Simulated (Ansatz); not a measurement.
# Li2S (Fm-3m): zero-pressure volume and bulk modulus with PBEsol

The task here is to estimate one member of a computed series from the others.

Program: Ansatz 0.2.0. Level of theory: DFT PBEsol, scalar-relativistic, plane waves, PAW. These are calculated values, not measurements.

2 further runs of the same task are left out: 1 that didn't finish, 1 set aside as unsound or not needed. Runs told in other sessions of the task aren't counted.

## Starting point

The structure is cubic, space group Fm-3m (No. 225). The conventional cell has a = 5.708 Å, b = 5.708 Å, c = 5.708 Å, α = 90.00°, β = 90.00°, γ = 90.00°. Around Li (site symmetry -43m) lie 4 S at 2.47 Å. S (site symmetry m-3m) is surrounded by 8 Li at 2.47 Å.

As a file:

```
CELL_PARAMETERS angstrom
0.00000 2.85400 2.85400
2.85400 0.00000 2.85400
2.85400 2.85400 0.00000
ATOMIC_POSITIONS crystal
Li 0.25000 0.25000 0.25000
Li 0.75000 0.75000 0.75000
S 0.00000 0.00000 0.00000
```

An earlier run at PBE left this cell at 15.498 Å³/atom and -0.05 GPa (8×8×8 mesh), gap on the mesh 3.39 eV.

Set-up of the first run:

input.yaml reads:

```yaml
crystal:
  lattice:
    - [0.0, 2.8540007422, 2.8540007422]
    - [2.8540007422, 0.0, 2.8540007422]
    - [2.8540007422, 2.8540007422, 0.0]
  atoms:
    - { symbol: Li, position: [0.25, 0.25, 0.25] }
    - { symbol: Li, position: [0.75, 0.75, 0.75] }
    - { symbol: S, position: [0.0, 0.0, 0.0] }
basis:
  ecutwfc: 420
  ecutrho_ratio: 4
kpoints:
  mp_grid: { grid: [8, 8, 8] }
hamiltonian:
  xc: pbesol
scf:
  occupations: { method: gaussian, width: 0.05 }
output:
  forces: true
  stress: true
  eigenvalues: true
```

The run is started by

```
ansatz run input.yaml --threads 4 --pin off --max-ram 8192MiB --backend cpu --events-out ev --progress --plain --runs-dir out
```

Among the steps run: At the given cell; Stepping to 15.383 Å³/atom; Stepping to 15.072 Å³/atom; Volume × 0.98 of the new zero; Volume × 1.02 of the new zero; Volume × 0.96 of the new zero; Volume × 1.04 of the new zero.

One table of the session follows, with a row left open; its other results are not shown here.

It belongs to the step «Energy and pressure against volume». 

```
volume (Å³/atom)  energy (meV/atom)  pressure (GPa)
          14.469               3.36            1.85
          14.771               0.81            0.88
          15.072               0.00           -0.01
          15.374                  ?               ?
          15.675               3.00           -1.54
```

**Question.** Estimate the row for volume (Å³/atom) = 15.374.

Worked estimate for «energy (meV/atom)». A straight line through the neighbours (15.072, 0.00) and (15.675, 3.00) gives 0.00 + (3.00 − 0.00) × (15.374 − 15.072) / (15.675 − 15.072) = 1.50; a parabola fitted to 3 rows on both sides gives 0.73.

**Answer.** energy (meV/atom): 0.78; pressure (GPa): -0.81. In «energy (meV/atom)» the line misses by +0.72 and the parabola by -0.05.
